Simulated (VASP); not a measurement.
# Fe (Im-3m) in VASP: further runs

Runs on Fe. Level: PBEsol. Tasks: single point.

Program: VASP 6.6.1. These are calculated values, not measurements. Logs are shortened: lines on timing, memory, paths and dates and some standing lists are left out, and cuts for length are marked.

**1. Starting point**

The structure is cubic, space group Im-3m (No. 229). Conventional cell: a = 2.886 Å, b = 2.886 Å, c = 2.886 Å, α = 90.00°, β = 90.00°, γ = 90.00°. Around Fe (site symmetry m-3m) lie 8 Fe at 2.50 Å.

**2. Single point, PBEsol, collinear spin, ferromagnetic start**

INCAR reads:

```
PREC = Accurate
ENCUT = 520
EDIFF = 1E-6
ISMEAR = 0
SIGMA = 0.1
LREAL = False
LASPH = True
NELM = 100
ALGO = Normal
ISIF = 2
LWAVE = False
LCHARG = False
ISPIN = 2
MAGMOM = 3
LORBIT = 11
LMAXMIX = 4
GGA = PS
NBANDS = 14
```

KPOINTS reads:

```
regular mesh
0
Gamma
  13 13 13
```

POSCAR reads:

```
Fe
1.0
   -1.4430000000      1.4430000000      1.4430000000
    1.4430000000     -1.4430000000      1.4430000000
    1.4430000000      1.4430000000     -1.4430000000
Fe
1
Direct
    0.0000000000      0.0000000000      0.0000000000
```

Potentials or basis: VASP PAW PBE potentials, release 54 (Fe).

Launch:

```
$ cat potpaw_PBE.54/Fe/POTCAR > POTCAR
$ mpirun -np 1 vasp_std > vasp.out
```

OUTCAR:

```text
PREC = Accurate
   ENCUT = 520
   EDIFF = 1E-6
   ISMEAR = 0
   LREAL = False
   LASPH = True
   NELM = 100
   ISIF = 2
   ISPIN = 2
   LORBIT = 11
   GGA = PS

 ion  position               nearest neighbor table
   1  0.000  0.000  0.000-

  LATTYP: Found a body centered cubic cell.
 ALAT       =     2.8860000000

  Lattice vectors:

 A1 = (  -1.4430000000,   1.4430000000,   1.4430000000)
 A2 = (   1.4430000000,  -1.4430000000,   1.4430000000)
 A3 = (   1.4430000000,   1.4430000000,  -1.4430000000)

Analysis of symmetry for initial positions (statically):
=====================================================================
 Subroutine PRICEL returns:
 Original cell was already a primitive cell.

 Routine SETGRP: Setting up the symmetry group for a
 body centered cubic supercell.

 Subroutine GETGRP returns: Found 48 space group operations
[... 9 lines left out ...]

 Routine SETGRP: Setting up the symmetry group for a
 body centered cubic supercell.

 Subroutine GETGRP returns: Found 48 space group operations
[... 9 lines left out ...]

 Routine SETGRP: Setting up the symmetry group for a
 body centered cubic supercell.

 Subroutine GETGRP returns: Found 48 space group operations
 (whereof 48 operations were pure point group operations)
 out of a pool of 48 trial point group operations.

The overall configuration has the point symmetry O_h .

 Subroutine INISYM returns: Found 48 space group operations
[... 5 lines left out ...]
                                     Primitive cell

  volume of cell :      12.0187

  direct lattice vectors                    reciprocal lattice vectors
    -1.443000000  1.443000000  1.443000000     0.000000000  0.346500347  0.346500347
     1.443000000 -1.443000000  1.443000000     0.346500347  0.000000000  0.346500347
     1.443000000  1.443000000 -1.443000000     0.346500347  0.346500347  0.000000000

  length of vectors
     2.499349315  2.499349315  2.499349315     0.490025489  0.490025489  0.490025489

  position of ions in fractional coordinates (direct lattice)
     0.000000000  0.000000000  0.000000000

  ion indices of the primitive-cell ions
   primitive index   ion index
                 1           1

----------------------------------------------------------------------------------------

 KPOINTS: regular mesh

Automatic generation of k-mesh.
 Grid dimensions read from file:
 generate k-points for:   13   13   13

 Generating k-lattice:

  Cartesian coordinates                     Fractional coordinates (reciprocal lattice)
     0.000000000  0.026653873  0.026653873     0.076923077  0.000000000  0.000000000
     0.026653873  0.000000000  0.026653873     0.000000000  0.076923077  0.000000000
     0.026653873  0.026653873  0.000000000     0.000000000  0.000000000  0.076923077

  Length of vectors
[... 129 lines left out ...]

 E-fermi :   5.0735     XC(G=0): -12.9591

 val. band max:        5.0657289694   @ k =  -0.4615  -0.4615   0.3077
 cond. band min:       5.0743103755   @ k =  -0.4615   0.4615   0.4615
 fundamental gap:      0.0085814061
 Fermi energy:         5.0735062749

 spin component 1

 k-point     1 :       0.0000    0.0000    0.0000
  band No.  band energies     occupation
      1      -3.0790      1.00000
      2       2.8738      1.00000
      3       2.8738      1.00000
      4       2.8738      1.00000
      5       4.0380      1.00000
      6       4.0380      1.00000
      7      29.4920      0.00000
      8      29.4920      0.00000
      9      29.4920      0.00000
     10      34.2430      0.00000
     11      34.2430      0.00000
     12      36.1974      0.00000
     13      36.1974      0.00000
     14      36.1988      0.00000
[... 651 lines left out ...]
      3       3.1520      1.00000
      4       3.9823      1.00000
      5       4.9699      0.92853
      6       5.0437      0.66338
      7      14.6315      0.00000
      8      23.2648      0.00000
      9      23.6895      0.00000
     10      29.5906      0.00000
     11      31.6170      0.00000
     12      34.7839      0.00000
     13      41.9654      0.00000
     14      46.1230      0.00000

 [... further k-points ...]

 spin component 2

 k-point     1 :       0.0000    0.0000    0.0000
  band No.  band energies     occupation
      1      -2.8397      1.00000
      2       4.9175      0.98632
      3       4.9176      0.98629
      4       4.9176      0.98629
      5       6.7556      0.00000
      6       6.7556      0.00000
      7      29.3577      0.00000
      8      29.3577      0.00000
      9      29.3577      0.00000
     10      34.5023      0.00000
     11      34.5023      0.00000
     12      36.9435      0.00000
     13      36.9435      0.00000
     14      36.9435      0.00000
[... 651 lines left out ...]
      3       4.6302      1.00000
      4       6.4131      0.00000
      5       7.2663      0.00000
      6       7.2795      0.00000
      7      15.7081      0.00000
      8      23.5096      0.00000
      9      24.3549      0.00000
     10      30.1604      0.00000
     11      32.2270      0.00000
     12      35.1252      0.00000
     13      42.4294      0.00000
     14      46.6463      0.00000

 [... further k-points ...]

------------------------ aborting loop because EDIFF is reached ----------------------------------------

 total charge

# of ion       s       p       d       tot
------------------------------------------
    1        0.467   0.496   6.198   7.160

 magnetization (x)

# of ion       s       p       d       tot
------------------------------------------
    1       -0.014  -0.053   2.359   2.292

  FORCE on cell =-STRESS in cart. coord.  units (eV):
  Direction    XX          YY          ZZ          XY          YZ          ZX
  --------------------------------------------------------------------------------------
  -------------------------------------------------------------------------------------
  Total       -1.3214256     -1.3214256     -1.3214256     -0.0000000      0.0000000     -0.0000000
  in kB     -176.1547377   -176.1547377   -176.1547377     -0.0000000      0.0000000     -0.0000000
  external PRESSURE =    -176.1547377 kB  Pullay stress =       0.0000000 kB

 VOLUME and BASIS-vectors are now :
 -----------------------------------------------------------------------------
  energy-cutoff  :      520.00
  volume of cell :       12.02
      direct lattice vectors                 reciprocal lattice vectors
    -1.443000000  1.443000000  1.443000000     0.000000000  0.346500347  0.346500347
     1.443000000 -1.443000000  1.443000000     0.346500347  0.000000000  0.346500347
     1.443000000  1.443000000 -1.443000000     0.346500347  0.346500347  0.000000000

 POSITION                                       TOTAL-FORCE (eV/Angst)
 -----------------------------------------------------------------------------------
      0.00000      0.00000      0.00000        -0.000000      0.000000     -0.000000
 -----------------------------------------------------------------------------------
    total drift:                                0.000000      0.000000      0.000000

  FREE ENERGIE OF THE ION-ELECTRON SYSTEM (eV)
  ---------------------------------------------------
  free  energy   TOTEN  =        -8.8421831617 eV

  energy  without entropy=       -8.8357092090  energy(sigma->0) =       -8.83894619

 total charge

# of ion       s       p       d       tot
------------------------------------------
    1        0.467   0.496   6.198   7.160

 magnetization (x)

# of ion       s       p       d       tot
------------------------------------------
    1       -0.014  -0.053   2.359   2.292
```

stdout:

```text
POSCAR found type information on POSCAR Fe
 POSCAR found :  1 types and       1 ions
 scaLAPACK will be used
 -----------------------------------------------------------------------------
|                                                                             |
|                                                                             |
|     You enforced a specific xc type in the INCAR file but a different       |
|     I HOPE YOU KNOW WHAT YOU ARE DOING!                                     |
|                                                                             |
 -----------------------------------------------------------------------------

 LDA part: xc-table for (Slater+PW92), standard interpolation
 POSCAR, INCAR and KPOINTS ok, starting setup
 FFT: planning ... GRIDC
 FFT: planning ... GRID_SOFT
 FFT: planning ... GRID
 WAVECAR not read
 entering main loop
```

Run time: 37 s. Hardware: 1 thread of Intel Xeon Platinum 8375C at 2.90GHz (Ice Lake), shared host; peak memory 0.14 GiB.

Results:

```
Free energy                                           : -8.8422 eV
Pressure                                              : -17.6 GPa
Band gap on the k mesh                                : none (metal or under the smearing width)
Net moment                                            : 2.29 μB per cell
Site moments                                          : Fe +2.29 μB
Valence electrons inside the program's atomic spheres : Fe 7.16
```

Caveat: so large a pressure means that the cell lies far from this level's equilibrium, or that cutoff or potentials fall short; the potentials were made for another functional, which shifts forces and pressure.

**3. Single point, PBEsol, collinear spin, ferromagnetic start**

run.py reads:

```python
from ase.calculators.vasp import Vasp
from ase.dft.bandgap import bandgap
from ase.io import read

atoms = read('Fe.cif')
atoms.set_initial_magnetic_moments([3.0])
calc = Vasp(
    directory='calc',
    xc='pbesol',
    pp='PBE',
    setups='recommended',
    pp_version='54',
    prec='Accurate',
    encut=520,
    ediff=1e-07,
    ismear=0,
    sigma=0.1,
    lreal=False,
    lasph=True,
    nelm=120,
    algo='Normal',
    isif=2,
    lwave=False,
    lcharg=True,
    ispin=2,
    lorbit=11,
    lmaxmix=4,
    lelf=True,
    lvhar=True,
    kpts=[13, 13, 13],
    gamma=True,
    nbands=14,
)
atoms.calc = calc

print('energy (eV):', atoms.get_potential_energy())
print('free energy (eV):', atoms.get_potential_energy(force_consistent=True))
print('forces (eV/A):')
print(atoms.get_forces())
print('stress (eV/A^3, Voigt):', atoms.get_stress())
print('Fermi level (eV):', calc.get_fermi_level())
print('moment (muB):', atoms.get_magnetic_moment())
print('site moments (muB):', atoms.get_magnetic_moments())
gap, top, bottom = bandgap(calc)
print('band gap (eV):', gap, 'from (spin, k, band)', top, 'to', bottom)
```

Fe.cif reads:

```cif
data_Fe
_cell_length_a 2.49934932
_cell_length_b 2.49934932
_cell_length_c 2.49934932
_cell_angle_alpha 109.47122063
_cell_angle_beta 109.47122063
_cell_angle_gamma 109.47122063
_space_group_name_H-M_alt 'P1'
_space_group_name_Hall 'P 1'
_space_group_IT_number 1
loop_
_space_group_symop_operation_xyz
'x,y,z'
loop_
_atom_site_label
_atom_site_type_symbol
_atom_site_symmetry_multiplicity
_atom_site_Wyckoff_symbol
_atom_site_fract_x
_atom_site_fract_y
_atom_site_fract_z
_atom_site_occupancy
Fe1 Fe 1 a 0.0000000000 0.0000000000 0.0000000000 1
```

Potentials or basis: VASP PAW PBE potentials, release 54 (Fe).

Launch:

```
$ python run.py
```

Wall time 69 s (1 thread of Intel Xeon Platinum 8375C at 2.90GHz (Ice Lake), shared host); peak memory 0.14 GiB.

The run converged. Its results:

```yaml
Free_energy: -8.8422 eV
Pressure: -17.4 GPa
Band_gap_on_the_k_mesh: none (metal or under the smearing width)
Net_moment: 2.29 μB per cell
Site_moments: Fe +2.29 μB
Valence_electrons_inside_the_program's_atomic_spheres: Fe 7.16
```

Levels at points of the mesh, in eV from the Fermi level:
Spin up:
| k point | band 1 | band 2 | band 3 | band 4 | band 5 | band 6 | band 7 | band 8 | band 9 | band 10 |
| --- | --- | --- | --- | --- | --- | --- | --- | --- | --- | --- |
| (0.00, 0.00, 0.00) | -8.15 | -2.20 | -2.20 | -2.20 | -1.04 | -1.04 | 24.42 | 24.42 | 24.42 | 29.17 |
Spin down:
| k point | band 1 | band 2 | band 3 | band 4 | band 5 | band 6 |
| --- | --- | --- | --- | --- | --- | --- |
| (0.00, 0.00, 0.00) | -7.91 | -0.16 | -0.16 | -0.16 | 1.68 | 1.68 |

Caveat: so large a pressure means that the cell lies far from this level's equilibrium, or that cutoff or potentials fall short; the potentials were made for another functional, which shifts forces and pressure.

**4. The reference run**

An earlier run on the cell as given: functional PBE; potentials or basis VASP PAW PBE potentials, release 64 (Fe); cutoff 520 eV; k mesh 13 × 13 × 13; occupations fermi-dirac, width 0.05 eV; collinear spin, ferromagnetic start; starting moments [3.0] μB.

* Pressure: -9.1 GPa
* Band gap on the k mesh: none (metal or under the smearing width)
* Net moment: 2.28 μB per cell
* Site moments: Fe +2.29 μB
* Valence electrons inside the program's atomic spheres: Fe 7.16
